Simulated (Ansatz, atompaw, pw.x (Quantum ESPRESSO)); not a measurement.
Ga (Z = 31): one change to the PAW (atompaw) potential, in the atom and in the fcc crystal

atompaw 4.2.0.5 input, output lines left out:

```
Ga 31
GGA-PBESOL scalarrelativistic loggrid 1500 logderivrange -3 5 201
4 4 3 0 0 0
4 1 1
0 0 0
c
c
c
v
c
c
v
c
1
3.00 2.70 2.60 2.20
y
-0.2
n
y
1.6
n
custom rrkj vanderbiltortho besselshape
bessel
3.00
3.00
3.00
3.00
```

Change: local potential bessel scheme, radius 2.42 bohr.

Cutoffs, loose and tight: the cutoffs (Ry, on a coarse ladder) from which the occupation-weighted sum of valence levels, in a spherical-Bessel basis at the reference potential, stays within 10 and 1 mRy of its value at 400 Ry. They see the waves and projectors alone, not the compensation charge or the core.

Crystal test: fcc Ga in pw.x 7.5, no spin, 14³ k-points, Fermi–Dirac smearing 0.01 Ry, cutoffs set for each file from its atomic test. The reference is all-electron LAPW (Ansatz 0.2.0) with the same functional, mesh and smearing; V0 and B0 come from Birch–Murnaghan fits to the pressures at five volumes. Errors are pseudo minus all-electron; Δ is the rms difference of the E(V) curves that follow from these fits, minima aligned, over ±6 % about the mean V0. Mesh and smearing are coarse, so the numbers serve the comparison and aren't converged zero-temperature values; the lattice is a test structure that the element need not adopt.

All-electron: a0 = 4.140 Å (V0 = 17.74 Å³/atom), B0 = 60.2 GPa.

Does the change bring the crystal closer to the all-electron result?

The mean pressure error goes from -6.99 to -9.60 GPa, so the change moves the solid further from the all-electron pressures. Neither pressure curve crosses zero within the volumes sampled, so no fits are given.

```tsv
quantity	base	changed
outcome (atom)	generated	generated
cutoff, loose (atom)	6 Ry	6 Ry
cutoff, tight (atom)	6 Ry	6 Ry
bound ghosts (atom)	none	none
cutoffs in pw.x (Ry)	40/400	40/400
mean pressure error (GPa)	-6.99	-9.60
```

Base: The largest radius (3.00 bohr) exceeds half the bond length (2.76 bohr), so the spheres overlap, which is one possible source of error among others. This is a poor potential for the solid. Changed file: The largest radius (3.00 bohr) exceeds half the bond length (2.76 bohr), so the spheres overlap, which is one possible source of error among others. This is a poor potential for the solid.
